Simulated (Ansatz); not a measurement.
# Au: do energies and stresses tell the same story?

Computed with Ansatz 0.2.0, DFT PBEsol, scalar-relativistic, plane waves, PAW.

Plane waves to 420 eV, a k mesh through Γ of 18×18×18 on the computed 1-atom cell and Gaussian smearing (0.10 eV); no spin polarisation.

Relaxed cell: Im-3m, a = 3.242 Å, b = 3.242 Å, c = 3.242 Å, α = 90.00°, β = 90.00°, γ = 90.00°, 1 atom in the primitive cell. This bcc form isn't the element's structure at ambient conditions.

Energies at zero smearing and pressures from the stress tensor, at volumes with shape and atoms relaxed:
```
V (Å³/atom) E − E(first) (meV/atom) P (GPa)
     14.995                     0.00    32.14
     15.506                   -85.24    21.59
     16.018                  -139.89    12.93
     16.529                  -169.44     5.82
     17.040                  -178.41     0.00
     17.551                  -170.53    -4.76
     18.062                  -148.88    -8.61
     18.744                  -103.12   -12.57
```

Q: Check P = −dE/dV between neighbouring volumes, and get the bulk modulus from the pressures alone.

A: With 1 eV/Å³ = 160.2 GPa:
| middle V (Å³/atom) | −ΔE/ΔV (GPa) | mean P (GPa) |
| --- | --- | --- |
| 15.251 | 26.715 | 26.865 |
| 15.762 | 17.128 | 17.259 |
| 16.273 | 9.263 | 9.375 |
| 16.784 | 2.810 | 2.910 |
| 17.296 | -2.469 | -2.378 |
| 17.807 | -6.783 | -6.684 |
| 18.403 | -10.757 | -10.593 |

The two differ by 0.16 GPa at most. The mean of two end pressures misses the average over a step by about ΔV² P″/12, up to 0.17 GPa here; with that taken off 0.06 GPa remains. The stress is the derivative of the free energy, not of the energy at zero smearing, and with free energies 0.00 GPa remains. Around V = 17.040 Å³/atom, the two neighbours give B = −V ΔP/ΔV = 17.040 × 10.58 / 1.022 = 176.3 GPa, against B0 = 175.2 GPa from the Birch–Murnaghan fit of the energies.

Spin–orbit coupling is left out, which can shift energies with elements as heavy as these.